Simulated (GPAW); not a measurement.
# NbAs (I4_1md) in GPAW: equation of state

Aim: energy against volume of NbAs in PBE, for its equilibrium volume and stiffness.

All numbers are computed with GPAW 26.7.0; they aren't measurements. Logs are shortened: lines on timing, memory, paths and dates and some standing lists are left out, and cuts for length are marked. The log counts tension as positive stress, the text compression.

### Step 1. The structure

The structure is tetragonal, space group I4_1md (No. 109). Conventional cell: a = 3.452 Å, b = 3.452 Å, c = 11.680 Å, α = 90.00°, β = 90.00°, γ = 90.00°. Around Nb (site symmetry 2mm) lie 6 As at 2.60 to 2.63 Å. As (site symmetry 2mm) is surrounded by 6 Nb at 2.60 to 2.63 Å.

### Step 2. Equation of state, PBE

The input, run.py:

```python
from ase import Atoms
from ase.eos import EquationOfState
from ase.io import Trajectory
from ase.units import GPa
from ase.parallel import parprint
from gpaw import GPAW, PW

atoms = Atoms(['Nb', 'Nb', 'As', 'As'],
              cell=[[-1.72585, 1.72585, 5.84],
                    [1.72585, -1.72585, 5.84],
                    [1.72585, 1.72585, -5.84]],
              scaled_positions=[[0.5, 0.0, 0.5],
                                [0.75, 0.75, 0.0],
                                [0.916, 0.416, 0.5],
                                [0.166, 0.166, 0.0]],
              pbc=True)

traj = Trajectory('eos.traj', 'w')
volumes, energies = [], []
for x in [0.94, 0.96, 0.98, 1.0, 1.02, 1.04, 1.06]:
    a = atoms.copy()
    a.set_cell(atoms.cell * x**(1 / 3), scale_atoms=True)
    calc = GPAW(mode=PW(600),
                xc='PBE',
                kpts={'size': (11, 11, 11), 'gamma': True},
                occupations={'name': 'fermi-dirac', 'width': 0.05},
                nbands=34,
                convergence={'density': 1e-05, 'energy': 1e-05},
                maxiter=150,
                txt=f'eos-{x:.2f}.txt')
    a.calc = calc
    energies.append(a.get_potential_energy(force_consistent=True))
    volumes.append(a.get_volume())
    p = -a.get_stress()[:3].mean() / GPa
    calc.write(f'eos-{x:.2f}.gpw')
    traj.write(a)
    parprint(f'{x:.2f} {volumes[-1]:10.4f} A^3 {energies[-1]:14.6f} eV {p:9.3f} GPa', flush=True)

v0, e0, B = EquationOfState(volumes, energies, eos='birchmurnaghan').fit()
parprint(f'V0 = {v0:.4f} A^3, E0 = {e0:.6f} eV, B0 = {B / GPa:.2f} GPa')
```

Potentials or basis: GPAW PAW data sets (gpaw-data 1.2.1), pw.

On the command line:

```console
$ OMP_NUM_THREADS=1 mpirun -n 4 gpaw python run.py
```

Log:

```text
__  _  _
 | _ |_)|_||  |
 |__||  | ||/\| - 26.7.0

Input parameters:
  mode=PW(ecut=600.0),
  convergence={'density': 1e-05, 'energy': 1e-05},
  kpts=MonkhorstPack(size=(11, 11, 11), gamma=True),
  maxiter=150,
  nbands=34,
  occupations=Occupations(name='fermi-dirac', width=0.05),
  xc=XC(name='PBE')

Diagonalizing LCAO Hamiltonian
Converting LCAO to pw mode

       Nb

        As

       As

        Nb

Atoms  # Å, Bohr magnetons
|   | symbol |         x |         y |        z |    initial magnetic moments |
|---|--------|-----------|-----------|----------|-----------------------------|
| 0 |     Nb |  0.000000 |  1.690619 | 0.000000 | ( 0.0000,  0.0000,  0.0000) |
| 1 |     Nb |  0.000000 | -0.000000 | 8.581174 | ( 0.0000,  0.0000,  0.0000) |
| 2 |     As | -0.000000 |  1.690619 | 4.759691 | ( 0.0000,  0.0000,  0.0000) |
| 3 |     As | -0.000000 |  0.000000 | 1.899300 | ( 0.0000,  0.0000,  0.0000) |

Unit cell  # Å
| periodic |         x |         y |         z |  lengths |     angles |
|----------|-----------|-----------|-----------|----------|------------|
|      yes | -1.690619 |  1.690619 |  5.720783 | 6.200302 | 148.353918 |
|      yes |  1.690619 | -1.690619 |  5.720783 | 6.200302 | 148.353918 |
|      yes |  1.690619 |  1.690619 | -5.720783 | 6.200302 |  45.363182 |

Number of symmetries: 4
Symmetry operations  # r_c * U_cc + t_c -> r_c
|   | kind |            matrix            |
|---|------|------------------------------|
| 0 |  σ   |  1, 1, 1,  0, 0,-1,  0,-1, 0 |
| 1 |  E   |  1, 0, 0,  0, 1, 0,  0, 0, 1 |
| 2 |  C2  |  0, 1, 0,  1, 0, 0, -1,-1,-1 |
| 3 |  σ   |  0, 0,-1,  1, 1, 1, -1, 0, 0 |

BZ-sampling:
  Number of BZ points: 1331
  Number of IBZ points: 216

  Monkhorst-Pack size: [11, 11, 11]
  Monkhorst-Pack shift: [0, 0, 0]

K-points  # in reciprocal-cell coordinates
|     |                                coordinates |     weight |
|-----|--------------------------------------------|------------|
|   0 | (  0.00000000,   0.00000000,   0.00000000) | 0.00075131 |
|   1 | (  0.09090909,  -0.09090909,  -0.09090909) | 0.00150263 |
|   2 | (  0.09090909,  -0.09090909,   0.00000000) | 0.00300526 |
|   3 | (  0.09090909,  -0.09090909,   0.09090909) | 0.00150263 |
|   4 | (  0.09090909,   0.00000000,  -0.09090909) | 0.00300526 |
|   5 | (  0.09090909,   0.00000000,   0.00000000) | 0.00300526 |
|   6 | (  0.09090909,   0.09090909,  -0.09090909) | 0.00150263 |
|   7 | (  0.18181818,  -0.18181818,  -0.18181818) | 0.00150263 |
|   8 | (  0.18181818,  -0.18181818,  -0.09090909) | 0.00300526 |
|   9 | (  0.18181818,  -0.18181818,   0.00000000) | 0.00300526 |
| ... |                                            |            |
| 215 | (  0.45454545,   0.45454545,   0.45454545) | 0.00601052 |

Plane wave coefficients: 2219
Cutoff: 600.0 eV

Spin-components: 1 (collinear spins)
Bands:           34
Projectors:      22
Spin-degeneracy: 2
Datatype:        complex128

Parallelization:
  kpt:    4
  domain: 1
  band:   1

Density:
  Valence electrons: 36.0
  Components: 1
  Grid points: [36 36 36]
  Charge: 0.0  # |e|

Potential:
  Grid points: [36 36 36]

species:
  Nb:
    name:    Niobium
    Z:       41.0
    valence: 13
    core:    28
    charge:  0.0  # [|e|]
    compensation charges:
      type: gauss
      rc: 0.40  # [Å]
      lmax: 2
    cutoffs:
      filter: 2.35  # [Å]
      core: 1.51  # [Å]
    projectors
    | kind |    occ | energy [eV] | rcut [Å] |
    |------|--------|-------------|----------|
    |   4s |  2.000 |     -58.361 |    1.323 |
    |   5s |  1.000 |      -3.980 |    1.323 |
    |   4p |  6.000 |     -34.526 |    1.323 |
    |   5p |  0.000 |      -1.111 |    1.323 |
    |   4d |  4.000 |      -3.041 |    1.244 |
    |    d |        |      24.171 |    1.244 |

    Using partial waves for Nb as LCAO basis

  As:
    name:    Arsenic
    Z:       33.0
    valence: 5
    core:    28
    charge:  0.0  # [|e|]
    compensation charges:
      type: gauss
      rc: 0.33  # [Å]
      lmax: 2
    cutoffs:
      filter: 1.87  # [Å]
      core: 2.96  # [Å]
    projectors
    | kind |    occ | energy [eV] | rcut [Å] |
    |------|--------|-------------|----------|
    |   4s |  2.000 |     -14.487 |    1.058 |
    |   4p |  3.000 |      -5.196 |    1.058 |
    |    s |        |      12.725 |    1.058 |
    |    p |        |      22.016 |    1.058 |
    |    d |        |       0.000 |    1.058 |

    Using partial waves for As as LCAO basis

Reference energy: -330818.242778  # eV

eigensolver:
  PPCG
  Converge bands: occupied
  niter=2

density mixing:
  MSR1-Mixer
  Pratt-step length: 0.05
  Maximum mixing coefficient: 0.75
  Old densities: 10
  SVD Regularization: 0.005
  Good broyden scale: 1.0
  Trust region scale: 1.0
  Backstep threshold: 4.0
  History deletion threshold: 6.0
  Fourier metric: weight=20.0, sigma=0.015

occupation numbers:
  Fermi-Dirac:
    width: 0.0500  # eV

poisson solver:
  ecut: 4800.0  # eV

xc functional:
  name: PBE with 2 nearest neighbor stencil

convergence criteria:
- Maximum integral of absolute [dens]ity change: 1e-05 electrons / valence electron
- Maximum [total energy] change in last 3 cyles: 1e-05 eV / valence electron
- Maximum integral of absolute [eigenst]ate change: 4e-08 eV^2 / valence electron
maximum number of iterations: 150

SCF iterations
|iter     | |      energy | eigst |  dens |
|---------|-|-------------|-------|-------|
|iter:   1| |  -34.434515 | +0.12 |       |
|iter:   2| |  -33.955618 | -2.23 | -1.00 |
|iter:   3| |  -32.581777 | -1.08 | -1.05 |
|iter:   4| |  -32.568358 | -2.91 | -1.67 |
|iter:   5| |  -32.569021 | -3.27 | -1.96 |
|iter:   6| |  -32.568965 | -4.60 | -2.76 |
|iter:   7| |  -32.568955c| -5.95 | -3.45 |
|iter:   8| |  -32.568953c| -7.12 | -3.84 |
|iter:   9| |  -32.568952c| -7.61c| -3.98 |
|iter:  10| |  -32.568952c| -7.88c| -4.92 |
|iter:  11| |  -32.568952c| -8.81c| -5.57c|

Converged in 11 steps
Energy contributions relative to reference atoms: (reference = -330818.242778)

Energy contributions:
  Kinetic:          52.484098
  Coulomb:         -54.708219
  Zero:             -0.184386
  External:          0.000000
  Xc:              -30.157521
  Entropy:          -0.005847
  Spinorbit:         0.000000
  ----------------------------
  Free energy:     -32.571875
  Extrapolated:    -32.568952

dipole moment: (-21.841440, -1.672191, 26.267350)  # |e|*Ang

Fermi level: 11.527
Eigenvalues  # (at kpt = [0.000, 0.000, 0.000])
| band index |      eig [eV] | occ [0-2] |
|------------|---------------|-----------|
|          0 |       -43.474 |     2.000 |
|        ... |               |           |
|         10 |         5.009 |     2.000 |
|         11 |         8.498 |     2.000 |
|         12 |         9.181 |     2.000 |
|         13 |         9.181 |     2.000 |
|         14 |         9.311 |     2.000 |
|         15 |         9.702 |     2.000 |
|         16 |        10.096 |     2.000 |
|         17 |        10.096 |     2.000 |
|         18 |        12.319 |     0.000 |
|         19 |        12.965 |     0.000 |
|         20 |        14.143 |     0.000 |
|         21 |        14.806 |     0.000 |
|         22 |        14.806 |     0.000 |
|         23 |        15.462 |     0.000 |
|         24 |        15.804 |     0.000 |
|         25 |        15.804 |     0.000 |
|        ... |               |           |
|         33 |        25.586 |     0.000 |

Gap: 0.028 eV
Transition (v -> c):
  (s=0, k=177, n=17, [0.45, 0.18, -0.45]) -> (s=0, k=34, n=18, [0.27, -0.18, 0.18])
Direct/indirect transitions are different
Direct gap: 0.092 eV
Transition at: (s=0, k=180, n=17, [0.45, 0.18, -0.18])

Stress tensor  # eV/Ang^3
|         x |         y |         z |
|-----------|-----------|-----------|
| -0.098468 |  0.000000 |  0.000000 |
|  0.000000 | -0.098468 |  0.000000 |
|  0.000000 |  0.000000 | -0.094144 |

# Writing to eos-0.94.gpw (mode='')
```

Wall time 20 min (4 MPI ranks of Arm Neoverse V2, shared host); peak memory 0.58 GiB.

Results:

```
Equilibrium volume                        : 17.70 Å³/atom
Bulk modulus at fixed shape and positions : 164 GPa
Pressure derivative of the bulk modulus   : 4.4
```

Energy against volume, from the lowest point:
```csv
volume (Å³/atom),energy (meV/atom)
16.351,61.13
16.699,32.43
17.047,13.31
17.395,2.79
17.743,0.00
18.091,4.14
18.438,14.52
```

Caveat: the cell was scaled at fixed shape and fractional positions, which overstates the stiffness of a crystal with free parameters, most of all of layers and chains; the program warned that so skewed a cell can give wrong results.
